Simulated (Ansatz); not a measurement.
Crystal: KZnF3.

```
Zn K F
1.0
     4.05000    0.00000    0.00000
     0.00000    4.05000    0.00000
     0.00000    0.00000    4.05000
Zn K F
1 1 3
Cartesian
  2.0250 2.0250 2.0250
  0.0000 0.0000 0.0000
  2.0250 0.0000 2.0250
  0.0000 2.0250 2.0250
  2.0250 2.0250 0.0000
```

Base run:

* Program: Ansatz 0.2.0
* Functional: HSE06
* Potentials or basis: Ansatz PAW
* Cutoff: 420 eV (not typed: the program's choice for these potentials)
* k mesh: 4 × 4 × 4
* Occupations: fermi-dirac, width 0.05 eV
* Spin: no spin polarisation

Its results: band gap on the k mesh 6.35 eV, indirect (least direct gap 8.05 eV); pressure 1.8 GPa.

Question: The run is repeated on the same cell with these changes: functional from HSE06 to PBE0. What comes out?

Answer: Band gap on the k mesh 7.10 eV, indirect (least direct gap 8.80 eV); pressure 1.6 GPa.

Caveats: the PAW data sets come from PBE, with cores solved anew for the run's functional, which leaves a small shift of forces and pressure; the thresholds are loose for stress.
